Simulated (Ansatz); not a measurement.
Input and command of a plane-wave DFT calculation in Ansatz:

```yaml
crystal:
  lattice:
    - [2.5061138137, 0.0, 0.0]
    - [-1.2530569069, 2.1703582275, 0.0]
    - [0.0, 0.0, 25.5926876598]
  atoms:
    - { symbol: B, position: [0.6666666667, 0.3333333333, 0.3321261179] }
    - { symbol: "N", position: [0.3333333333, 0.6666666667, 0.3322402185] }
    - { symbol: B, position: [0.3333333333, 0.6666666667, 0.4620997201] }
    - { symbol: "N", position: [0.0, 0.0, 0.4621445588] }
    - { symbol: B, position: [0.0, 0.0, 0.5919331885] }
    - { symbol: "N", position: [0.6666666667, 0.3333333333, 0.5920079078] }
    - { symbol: "N", position: [0.8333333333, 0.6666666667, 0.6459295599], spin: 3.0 }
basis:
  ecutwfc: 420
kpoints:
  mp_grid: { grid: [12, 12, 1] }
hamiltonian:
  xc: pbe
  dispersion: d3bj
scf:
  occupations: { method: gaussian, width: 0.05 }
output:
  forces: true
  eigenvalues: true
  populations: true
  write_density: true
  write_potential: true
  elf: true
  volumetric_format: npy
magnetization:
  spin_polarized: true
relax:
  adjacent_minimum: "off"
  f_tol: 0.03
  max_steps: 70
  constraints: [{ sites: [0, 1] }]
efield:
  axis: 3
  dipole_correction: true
  ramp_width: 0.04
```

```bash
ansatz run input.yaml --threads 1 --pin off --max-ram 2560MiB --backend cpu --events-out ev --progress --plain --runs-dir out
```

Processor: Arm Neoverse V1, 1 thread, on a host shared with other jobs.

**Question.** How long does it run, and how much memory does it take?

**Answer.** About 8.2 min on 1 thread of Arm Neoverse V1, with other jobs on the host, peak memory 0.51 GiB. It solves 23 bands at 43 k points (the mesh reduced by the symmetry that the task leaves, which can be less than the crystal's) with about 2719 plane waves, in 84 SCF iterations over 7 ionic steps.
